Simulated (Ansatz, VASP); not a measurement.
**One calculation of Pd, two programs**

```
Pd
1.0
     0.00000    1.97287    1.97287
     1.97287    0.00000    1.97287
     1.97287    1.97287    0.00000
Pd
1
Direct
  0.00000 0.00000 0.00000
```

Alike in both runs: functional PBE; k mesh 17 × 17 × 17; occupations fermi-dirac, width 0.1 eV; no spin polarisation.

Ansatz relaxed the structure, and its values are those at the end. VASP's run is a single point on that final structure, the one shown.

```csv
,VASP,Ansatz
version,VASP 6.6.1,Ansatz 0.2.0
potentials or method,"VASP PAW PBE potentials, release 64 (Pd)","PAW with Ansatz's default frozen-core files, scalar-relativistic"
plane-wave cutoff (eV),520,420
valence electrons in the cell,10,18
```

|  | VASP | Ansatz | Ansatz less VASP |
| --- | --- | --- | --- |
| pressure (GPa) | -0.3 | 0.0 | +0.28 |

The two sets of potentials don't hold the same shells in valence.
